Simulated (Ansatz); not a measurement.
**Cl (simple hexagonal type): how the settings move a single-point run**

Question: which choices in the input matter for Cl (simple hexagonal type)?

Method: reference: DFT, PBE, all-electron LAPW, scalar-relativistic, in Ansatz 0.2.0.

## (1) The system as given

It takes space group P6/mmm (No. 191, hexagonal). Conventional cell: a = 3.414 Å, b = 3.414 Å, c = 2.285 Å, α = 90.00°, β = 90.00°, γ = 120.00°. Cl (site symmetry 6/mmm) is surrounded by 2 Cl at 2.28 Å.

Coordinates:

```cif
data_structure
_symmetry_space_group_name_H-M 'P6/mmm'
_symmetry_Int_Tables_number 191
_cell_length_a 3.4136
_cell_length_b 3.4136
_cell_length_c 2.2848
_cell_angle_alpha 90.000
_cell_angle_beta 90.000
_cell_angle_gamma 120.000
_cell_volume 23.06
loop_
_atom_site_label
_atom_site_type_symbol
_atom_site_symmetry_multiplicity
_atom_site_Wyckoff_symbol
_atom_site_fract_x
_atom_site_fract_y
_atom_site_fract_z
_atom_site_occupancy
Cl1 Cl 1 a 0.00000 0.00000 0.00000 1
```

## (2) Baseline

input.yaml

```yaml
crystal:
  lattice:
    - [3.4135970153, 0.0, 0.0]
    - [-1.7067985076, 2.9562617335, 0.0]
    - [0.0, 0.0, 2.2848133754]
  atoms:
    - { symbol: Cl, position: [0.0, 0.0, 0.0] }
kpoints:
  mp_grid: { grid: [14, 14, 13] }
scf:
  occupations: { method: fermi_dirac, width: 0.1 }
hamiltonian:
  xc: pbe
  pseudopotentials: { kind: all_electron, lapw: { basis_error: 0.001 } }
output:
  forces: true
  stress: true
  eigenvalues: true
  populations: true
```

Started as:

```console
$ ansatz run input.yaml --threads 1 --pin off --max-ram 2048MiB --backend cpu --events-out ev --progress --plain --runs-dir out
```

## (3) Changing settings: xc lda

input.yaml: that of step 2 with these lines changed.

```diff
@@ -12,3 +12,3 @@
 hamiltonian:
-  xc: pbe
+  xc: lda
   pseudopotentials: { kind: all_electron, lapw: { basis_error: 0.001 } }
```

**Question.** What will these runs give? Wanted: for each run, ending; energy change; pressure; gap; force.

The runs gave:

| run | ending | energy change | pressure (GPa) | gap (eV) | force (eV/Å) | cycles | time |
| --- | --- | --- | --- | --- | --- | --- | --- |
| reference | converged | - | 3.4 | 0.00 | 0.00 | 5 | 7.5 s |
| 1: xc lda | converged | not comparable | -1.3 | 0.00 | 0.00 | 6 | 7.6 s |

Residual by cycle in the longest SCF loop of each run; runs are numbered as in the table. The quantity is the density residual dr2, in eV.

| cycle | reference | run 1 |
| --- | --- | --- |
| 1 | 0.0781 | 0.0778 |
| 2 | 0.014 | 0.0139 |
| 3 | 7.3e-5 | 4.9e-5 |
| 4 | 9.5e-7 | 5.8e-7 |
| 5 | 3.1e-8 | 4.3e-8 |
| 6 | - | 3.7e-10 |

A change of functional puts the total energy on another scale; the pressure goes from 3.4 to -1.3 GPa. At this fixed cell a lower pressure means that this functional prefers a smaller volume than the reference.
